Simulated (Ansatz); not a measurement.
# Hf2C(OH)2 MXene monolayer in a perpendicular field, part 2 of 2

Aim: how the Hf2C(OH)2 MXene monolayer screens a field along its normal, and what the field does to its bands. A positive field points along +c.

Ansatz 0.2.0; plane-wave DFT, PBE-D3(BJ), Ansatz PAW.

So far. Step 2 (Relaxation): The lattice constant a goes from 3.289 to 3.265 Å.

### 3. Single point, field 0

A sawtooth potential applies the field, turning back in the middle of the vacuum. With the dipole correction the typed value is the field outside the slab. The induced dipole is small, so the SCF threshold is tight.

The cell differs from the one that the last finished run ended in (c 44.813 → 25.080 Å).

Input file input.yaml:

```yaml
crystal:
  lattice:
    - [3.2651840694, 0.0, 0.0]
    - [-1.6325920347, 2.8277323521, 0.0]
    - [0.0, 0.0, 25.0803463234]
  atoms:
    - { symbol: H, position: [0.3333333333, 0.6666666667, 0.3588467194] }
    - { symbol: O, position: [0.3333333333, 0.6666666667, 0.3977400818] }
    - { symbol: Hf, position: [0.6666666667, 0.3333333333, 0.4515753749] }
    - { symbol: C, position: [0.0, 0.0, 0.5] }
    - { symbol: Hf, position: [0.3333333333, 0.6666666667, 0.5484246251] }
    - { symbol: O, position: [0.6666666667, 0.3333333333, 0.6022599182] }
    - { symbol: H, position: [0.6666666667, 0.3333333333, 0.6411532806] }
kpoints:
  mp_grid: { grid: [18, 18, 1] }
  band_path:
    path: [[0, 0, 0], [0.5, 0, 0], [0.33333333, 0.33333333, 0], [0, 0, 0]]
    npoints: 16
hamiltonian:
  xc: pbe
  dispersion: d3bj
scf:
  occupations: { method: fermi_dirac, width: 0.02585 }
  convergence: { dr2_threshold: 1.0e-10 }
efield:
  axis: 3
  dipole_correction: true
  ramp_position: 0.97
  ramp_width: 0.06
  amplitude: 0
output:
  dos: { projected: true, e_range: [-6, 5] }
  write_potential: true
  write_density: true
  volumetric_format: npy
  elf: true
```

On the command line:

```sh
ansatz run input.yaml --threads 2 --pin off --max-ram 3072MiB --backend cpu --events-out ev --progress --plain --runs-dir out
```

Numbers of over 12 decimals in the logs are rounded to 6 here.

The program printed:

```text
[...]
Crystal: 7 atoms, lattice volume = 231.569 Å³
Basis set: ecut = 420 eV, 4619 PW (Γ)
Bands: 42, of which v1, the nominal top of the filled ones, is band 35 counted from 1 (34 counted from 0)
Symmetry: 6 space group operations
k-points: 37 of 324 (time reversal used)
[...]
SCF iter   1: F=—  HF=-32866.147309 eV  |F-HF|=—  |Δ(HF+E_count)|=         —  Δρ=4.49e-3  dr2=1.27e-1  ethr=1.77e-3  p=0.000 e·Å  D=2.09e-13 V/Å  ΔV_dip=-0.00 eV  dr2_dipole=6.09e-8  V_vac-E_F(+/−)=1.64/1.64 eV  ⟨swp⟩=6.4  Hψ=6386  notcnv=0  defer=1
efield: sawtooth ramp at fractional position 0.9700 (set: `efield.ramp_position`, or a place that a band, a saddle search or an elastic batch's reference lends), width 0.0600; the density the first Hamiltonian is built on has a dipole p = 0.000 e·Å; the dipole correction subtracts the counter field D = 2.09e-13 V/Å, which shifts the + side's vacuum level by -0.00 eV against the − side's; the planar-averaged density in the ramp window peaks in size at 2.0e-5 e/Å³
[...]
SCF iter   2: F=—  HF=-32866.181486 eV  |F-HF|=—  |Δ(HF+E_count)|=   3.42e-2  Δρ=7.27e-3  dr2=2.09e-1  ethr=1.81e-4  p=-0.000 e·Å  D=-3.68e-5 V/Å  ΔV_dip=0.00 eV  dr2_dipole=3.69e-7  V_vac-E_F(+/−)=1.94/1.94 eV  ⟨swp⟩=3.9  Hψ=3391  notcnv=0  defer=59
[...]
SCF iter  14: F=-32866.133273 eV  HF=-32866.133273 eV  |F-HF|=2.33e-10  |Δ(HF+E_count)|=   2.73e-9  Δρ=1.34e-7  dr2=7.71e-11  ethr=1.00e-12  p=0.000 e·Å  D=1.86e-7 V/Å  ΔV_dip=-0.00 eV  dr2_dipole=4.86e-14  V_vac-E_F(+/−)=2.35/2.35 eV  ⟨swp⟩=10.3  Hψ=5365  notcnv=0
SCF 1 converged in 14 iterations: F = -32866.133273 eV  dr2 = 7.71e-11
[...]
NSCF: frozen V_eff on 49 k-points
efield: sawtooth ramp at fractional position 0.9700 (kept from the solve that this one continues, or follows in the run), width 0.0600; the density the first Hamiltonian is built on has a dipole p = 0.000 e·Å; the dipole correction subtracts the counter field D = 1.86e-7 V/Å, which shifts the + side's vacuum level by -0.00 eV against the − side's; the planar-averaged density in the ramp window peaks in size at 4.6e-6 e/Å³
[...]
SCF converged after 14 iterations
Free energy (F): -32866.133273 eV
[...]
Internal energy: -32866.130903 eV  (E = F + TS)
E sigma→0 (E₀):  -32866.132088 eV
Entropy (-TS):   -0.002370 eV (-0.339 meV/atom)
Fermi energy:    3.538662 eV
Dipole field:    D = 0.000000 V/Å  (p = 0.000001 e·Å, saw-weighted, corrected)
Work function:   Φ+ = 2.3452 eV   Φ− = 2.3452 eV
Levels:          The Fermi level and band energies are counted from a zero that moves with the ramp; work functions are not
[...]
--- Band table (eV; the first three rows and the last of 37) ---
  k-point 0: bands = [... 31 lower, -1.6204, 0.6077, 0.6077, 3.2455, 3.3965, 3.9387, 3.9387, 3.9644, ... 3 higher]
  k-point 1: bands = [... 31 lower, -1.4918, 0.4460, 0.5778, 3.3111, 3.4334, 3.7731, 4.0191, 4.0397, ... 3 higher]
  k-point 2: bands = [... 31 lower, -1.2653, 0.0476, 0.5039, 3.3921, 3.4769, 3.5529, 4.2486, 4.2508, ... 3 higher]
  k-point 36: bands = [... 31 lower, -1.0189, -1.0189, -0.1120, 4.4767, 4.8241, 4.8241, 6.8732, 6.8732, ... 3 higher]
```

It took 18 s on 2 threads of Intel Xeon 6975P-C (Granite Rapids), shared host; peak memory 0.74 GiB.

The column dr2 measures how far the density is from self-consistency, as an energy; F and HF (Harris–Foulkes) agree once it is small.

This step gave:

```yaml
energy_at_zero_smearing: -32866.1321 eV
work_function_upper_face: 2.345 eV
dipole_along_the_normal: 5.91e-7 e·Å
```

Running mean over a fixed 2.6 Å (it still follows the layers) of the planar mean; the ramp of the sawtooth is left out. Electron's electrostatic potential energy less the Fermi level against z:

```
z (Å)  electron's electrostatic potential energy less the Fermi level (eV)
  3.5                                                                 2.34
  4.0                                                                 2.34
  4.5                                                                 2.33
  5.0                                                                 2.31
  5.5                                                                 2.28
  6.0                                                                 2.21
  6.5                                                                 2.10
  7.0                                                                 1.89
  7.5                                                                 1.48
  8.0                                                                0.817
  8.5                                                               -0.147
  9.0                                                                -1.75
  9.5                                                                -3.60
 10.0                                                                -6.19
 10.5                                                                -8.39
 11.0                                                                -9.84
 11.5                                                                -10.5
 12.0                                                                -11.0
 12.5                                                                -11.2
 13.0                                                                -11.0
 13.5                                                                -10.6
 14.0                                                                -9.98
 14.5                                                                -8.68
 15.0                                                                -6.59
 15.5                                                                -3.99
 16.0                                                                -2.02
 16.5                                                               -0.390
 17.0                                                                0.727
 17.5                                                                 1.37
 18.0                                                                 1.85
 18.5                                                                 2.07
 19.0                                                                 2.20
 19.5                                                                 2.27
 20.0                                                                 2.31
 20.5                                                                 2.33
 21.0                                                                 2.34
 21.5                                                                 2.34
 22.0                                                                 2.34
```

The density of states has structure finer than the step of the table below, so its rows give means over 0.2 eV, whole bins alone (the curve runs from -6 to 1.99 eV). Peaks (eV: height): -5.92: 22.7, -4.76: 15.2, -3.82: 6.77, -3.68: 11.9, 0.48: 3.84.

Density of states against energy, zero at the Fermi level; means over each step:

```
energy (eV)  density of states (states/eV a cell)
       -5.8                                  5.51
       -5.6                                 0.288
       -5.4                                     0
       -5.2                                0.0212
       -5.0                                 0.246
       -4.8                                  6.43
       -4.6                                  2.74
       -4.4                                  1.69
       -4.2                                  2.64
       -4.0                                  3.17
       -3.8                                  4.91
       -3.6                                  3.96
       -3.4                                  1.94
       -3.2                                  2.69
       -3.0                                 0.739
       -2.8                                     0
       -2.6                                     0
       -2.4                                0.0737
       -2.2                                 0.496
       -2.0                                 0.587
       -1.8                                 0.648
       -1.6                                 0.716
       -1.4                                 0.763
       -1.2                                 0.828
       -1.0                                 0.910
       -0.8                                  1.03
       -0.6                                  1.37
       -0.4                                 0.832
       -0.2                                  1.14
        0.0                                  1.27
        0.2                                  2.16
        0.4                                  2.43
        0.6                                  2.36
        0.8                                  2.00
        1.0                                  1.90
        1.2                                  2.05
        1.4                                  1.86
        1.6                                  1.84
        1.8                                  2.12
```

Projected DOS per atom over height of the atomic layer and energy from the Fermi level. Layers: H O Hf C Hf O H from below.

Values in states/eV, 22 rows by 7 columns, each cell a mean:
```
0.16 0.10 0.50 0.06 0.50 0.10 0.16
0.16 0.09 0.47 0.06 0.47 0.09 0.16
0.16 0.10 0.53 0.07 0.53 0.10 0.16
0.16 0.10 0.60 0.05 0.60 0.10 0.16
0.17 0.10 0.73 0.06 0.73 0.10 0.17
0.17 0.07 0.28 0.04 0.28 0.07 0.17
0.04 0.04 0.34 0.07 0.34 0.04 0.04
0.02 0.04 0.47 0.10 0.47 0.04 0.02
0.01 0.03 0.35 0.07 0.35 0.03 0.01
0.01 0.02 0.31 0.06 0.31 0.02 0.01
0.00 0.02 0.27 0.05 0.27 0.02 0.00
0.00 0.01 0.20 0.02 0.20 0.01 0.00
0.00 0.00 0.01 0.00 0.01 0.00 0.00
0.00 0.04 0.06 0.20 0.06 0.04 0.00
0.00 0.12 0.43 1.21 0.43 0.12 0.00
0.00 0.09 0.80 2.21 0.80 0.09 0.00
0.01 0.12 0.62 1.48 0.62 0.12 0.01
0.01 0.12 0.41 0.91 0.41 0.12 0.01
0.01 0.52 0.70 1.99 0.70 0.52 0.01
0.00 0.02 0.03 0.06 0.03 0.02 0.00
0.00 0.00 0.00 0.00 0.00 0.00 0.00
0.00 3.04 0.45 0.18 0.45 3.04 0.00
```
Columns: height of the atomic layer (Å) from 9 to 16.1 (not evenly spaced); rows upwards: energy from the Fermi level (eV) from -5.96 to 1.96.

The electronic bands at the labelled points (eV, zero at the Fermi level):

```
  point  band 32  band 33  band 34  band 35  band 36  band 37  band 38  band 39
      Γ    -5.16    -2.93    -2.93    -0.29    -0.14     0.40     0.40     0.43
halfway    -4.53    -4.24    -3.19    -1.30     0.67     0.75     1.58     1.81
      M    -4.85    -3.69    -3.12    -2.38     2.40     3.00     3.28     3.80
halfway    -4.74    -4.06    -3.67    -1.03     2.16     2.68     2.81     3.51
      K    -4.56    -4.56    -3.65     0.94     1.29     1.29     3.33     3.33
halfway    -4.60    -4.10    -3.68    -0.57     0.12     1.11     1.23     2.53
      Γ    -5.16    -2.93    -2.93    -0.29    -0.14     0.40     0.40     0.43
```

Electrostatic potential energy in the ca plane at fractional y = 0.333, with atoms of Hf and O and H within 0.2 Å of it. With pseudopotentials it is smooth inside the atoms' cores, unlike the true potential.

Ten even steps from '0' (-37 eV) to '9' (6 eV), each cell a mean:
```
99999999999999999874235899888887999999999999
99999999999999999840001689998610356899999999
99999999999999999730100589998400002899999999
99999999999999999851002689988721467899999999
99999999999999999875336898878888999999999999
99999999999999999988788988666899999999999999
99999999999999999999899987656789999999999999
99999999999999999988778888766899999999999999
```
Columns run along c (16.0 Å, from fractional 0.16 to 0.79 of the cell; values clipped at the 3rd and 97th percentile), rows up along a (3.3 Å). Atoms in or near the plane, at fractional coordinates: Hf at (0.45, 0.67), O at (0.60, 0.67), H at (0.64, 0.67).

Valence density in the ca plane at fractional y = 0.333, with atoms of Hf and O and H within 0.2 Å of it. It is the smooth field of the valence electrons, not physical close to the nuclei.

Values in e/Å³, 5 rows by 16 columns, each cell a mean:
```
 0  0  0  0  0  0  0  0  4  3  0  0  1  0  0  0
 0  0  0  0  0  0  0  0 16  9  0  0  5  2  0  0
 0  0  0  0  0  0  0  0  5  3  0  0  2  1  0  0
 0  0  0  0  0  0  0  0  0  0  0  1  0  0  0  0
 0  0  0  0  0  0  0  0  0  0  1  1  0  0  0  0
```
Columns run along c (16.0 Å, from fractional 0.11 to 0.74 of the cell), rows up along a (3.3 Å). Atoms in or near the plane, at fractional coordinates: Hf at (0.45, 0.67), O at (0.60, 0.67), H at (0.64, 0.67).

ELF in the ca plane at fractional y = 0.333, with atoms of Hf and O and H within 0.2 Å of it. It is the smooth field of the valence electrons, not physical close to the nuclei.

Ten even steps from '0' (0.00) to '9' (0.96), each cell a mean:
```
00000121145422431114776431001233321000000000
00000001488852232137878886100133321000000000
00000001688872232147648997200133321000000000
00000001478851232127877885100133321000000000
00000121135323431113775431001233321000000000
00012355211246532211221000001234321000000000
00012466311467532320000000001334321000000000
00011354201246531211232100001234321000000000
```
Columns run along c (16.0 Å, from fractional 0.30 to 0.94 of the cell), rows up along a (3.3 Å). Atoms in or near the plane, at fractional coordinates: Hf at (0.45, 0.67), O at (0.60, 0.67), H at (0.64, 0.67).

The work function of the upper face is 2.35 eV.

### 4. Single point, field 0.1 V/Å

input.yaml, as its differences from that of step 3:

```diff
@@ -29,5 +29,4 @@
   ramp_width: 0.06
-  amplitude: 0
+  amplitude: 0.1
 output:
-  dos: { projected: true, e_range: [-6, 5] }
   write_potential: true
@@ -35,2 +34 @@
   volumetric_format: npy
-  elf: true
```

The program printed:

```text
[...]
Crystal: 7 atoms, lattice volume = 231.569 Å³
Basis set: ecut = 420 eV, 4619 PW (Γ)
Bands: 42, of which v1, the nominal top of the filled ones, is band 35 counted from 1 (34 counted from 0)
Symmetry: 6 space group operations
k-points: 37 of 324 (time reversal used)
[...]
k-point 0: bands = [... 31 lower, -1.6248, 0.6033, 0.6033, 3.2392, 3.3949, 3.9344, 3.9344, 3.9599, ... 3 higher]
  k-point 1: bands = [... 31 lower, -1.4962, 0.4416, 0.5734, 3.3044, 3.4322, 3.7689, 4.0148, 4.0353, ... 3 higher]
  k-point 2: bands = [... 31 lower, -1.2697, 0.0433, 0.4996, 3.3877, 3.4692, 3.5529, 4.2441, 4.2465, ... 3 higher]
  k-point 36: bands = [... 31 lower, -1.0250, -1.0214, -0.1163, 4.4723, 4.8184, 4.8213, 6.8682, 6.8693, ... 3 higher]
[key lines of the parts left out:]
SCF converged after 30 iterations
Free energy (F): -32866.136568 eV
Fermi energy:    3.536166 eV
Dipole field:    D = 0.051506 V/Å  (p = 0.065913 e·Å, saw-weighted, corrected)
```

Run time: 30 s. Hardware: 2 threads; peak memory 0.71 GiB; 59 s of CPU time.

The dipole is 0.0659 e·Å.

### 5. Atoms held, field -0.1 V/Å

input.yaml, as its differences from that of step 4:

```diff
@@ -29,3 +29,3 @@
   ramp_width: 0.06
-  amplitude: 0.1
+  amplitude: -0.1
 output:
```

The program printed:

```text
[...]
Crystal: 7 atoms, lattice volume = 231.569 Å³
Basis set: ecut = 420 eV, 4619 PW (Γ)
Bands: 42, of which v1, the nominal top of the filled ones, is band 35 counted from 1 (34 counted from 0)
Symmetry: 6 space group operations
k-points: 37 of 324 (time reversal used)
[...]
k-point 0: bands = [... 31 lower, -1.6248, 0.6033, 0.6033, 3.2392, 3.3949, 3.9344, 3.9344, 3.9599, ... 3 higher]
  k-point 1: bands = [... 31 lower, -1.4962, 0.4416, 0.5735, 3.3044, 3.4322, 3.7689, 4.0148, 4.0353, ... 3 higher]
  k-point 2: bands = [... 31 lower, -1.2697, 0.0433, 0.4996, 3.3877, 3.4692, 3.5529, 4.2441, 4.2465, ... 3 higher]
  k-point 36: bands = [... 31 lower, -1.0250, -1.0214, -0.1163, 4.4723, 4.8184, 4.8213, 6.8682, 6.8693, ... 3 higher]
[key lines of the parts left out:]
SCF converged after 29 iterations
Free energy (F): -32866.136568 eV
Fermi energy:    3.536169 eV
Dipole field:    D = -0.051509 V/Å  (p = -0.065917 e·Å, saw-weighted, corrected)
```

The job ended after 29 s (2 threads; peak memory 0.7 GiB).

The dipole is -0.0659 e·Å.

### 6. Response, atoms held

This step: plane-wave DFT, PBE-D3(BJ), Ansatz PAW; response to a field along the normal, atoms held (Ansatz 0.2.0).

The dipoles give the slope, and the difference of two potentials shows where the field is screened.

This step gave:

| Quantity | Value |
| --- | --- |
| equivalent conductor thickness p/(ε₀AE) | 12.92 Å |
| distance between the outer atoms | 7.080 Å |

Table of dipole of the cell by applied field:

```
applied field (V/Å)  dipole of the cell (e·Å)
            -0.1000                   -0.0659
             0.0000                    5.9e-7
             0.1000                    0.0659
```

Local field over the applied field, running mean. From the potentials at -0.1 and 0.1 V/Å; running mean over 2.5 Å. Local field over applied field against z:

z (Å), local field over applied field and a bar from the least value:
```
      4.5      0.925 #############################
      5.0      0.875 ############################
      5.5      0.797 ##########################
      6.0      0.687 #######################
      6.5      0.543 ###################
      7.0      0.371 ##############
      7.5      0.193 #########
      8.0      0.040 #####
      8.5     -0.066 ##
      9.0     -0.123 
      9.5     -0.137 
     10.0     -0.122 
     10.5     -0.092 #
     11.0     -0.065 ##
     11.5     -0.042 ###
     12.0     -0.024 ###
     12.5     -0.011 ###
     13.0     -0.021 ###
     13.5     -0.039 ###
     14.0     -0.060 ##
     14.5     -0.087 #
     15.0     -0.117 #
     15.5     -0.136 
     16.0     -0.128 
     16.5     -0.078 ##
     17.0      0.020 ####
     17.5      0.165 ########
     18.0      0.342 #############
     18.5      0.517 ##################
     19.0      0.666 ######################
     19.5      0.782 #########################
     20.0      0.864 ############################
     20.5      0.919 #############################
     21.0      0.953 ##############################
```

The induced electron density oscillates, so the rows of the table below give means over windows of 1 Å about each position, cut where the curve ends. Its maxima inside the range that stand out by 2 % of the span (Å: e/Å³ per V/Å): 7.4: 0.00239, 9.6: 1.1e-4, 10.5: 3.2e-4, 13.8: 8.4e-4, 15.0: 9.5e-4, 15.9: 7.5e-4. Its minima: 9.2: -7.5e-4, 10.0: -9.5e-4, 11.3: -8.4e-4, 14.6: -3.1e-4, 15.5: -1.1e-4, 17.7: -0.00239.

Electrons, planar mean, per unit field. Induced electron density against z; means over each step:

```
z (Å)  induced electron density (e/Å³ per V/Å)
    5                                   5.9e-4
    6                                  0.00140
    7                                  0.00224
    8                                  0.00193
    9                                  -2.1e-4
   10                                  -2.3e-4
   11                                  -3.4e-4
   12                                  -1.7e-4
   13                                   1.3e-4
   14                                   4.1e-4
   15                                   2.0e-4
   16                                   2.8e-4
   17                                 -0.00181
   18                                 -0.00227
   19                                 -0.00148
   20                                  -6.4e-4
   21                                  -2.9e-4
```

By hand: between -0.1 and 0.1 V/Å the dipole changes by 0.1318 e·Å, a slope of 0.6592 e·Å²/V. A perfect conductor of thickness t has p = ε₀AEt, so t = 180.95 × 0.6592 / 9.233 = 12.92 Å (e/ε₀ = 180.95 V·Å, A in Å²).

The induced dipole is that of a conductor 12.92 Å thick.

### 7. Summary of results

* gap without field: none
* work function, upper face: 2.35 eV
* equivalent conductor thickness, atoms held: 12.9 Å

The induced dipole equals that of a perfect conductor 12.92 Å thick, while the outer atoms lie 7.08 Å apart. There is no gap over 0.03 eV, with or without the field. The main runs have no spin polarisation; a magnetic state could lie lower and would change these results. Spin-orbit coupling is left out, which matters for the bands of elements this heavy. The MXene's terminations sit over the metal atoms of its far layer; the site over carbon or nitrogen, which some compounds prefer, was not run.

[Logs are printed without paths, hosts, clocks, repeated set-up lines and the standing remarks that a program may print on its own settings, such as how far it seeks lower states.]

[Hosts, paths, dates, database ids (printed as entryN), source tags and the programs' standing remarks are cut or masked in the printed files.]

[Maps of the electrostatic potential energy from Ansatz leave out the sawtooth potential of an applied field or a dipole correction, so their vacuum need not be flat; planar profiles and work functions include it.]
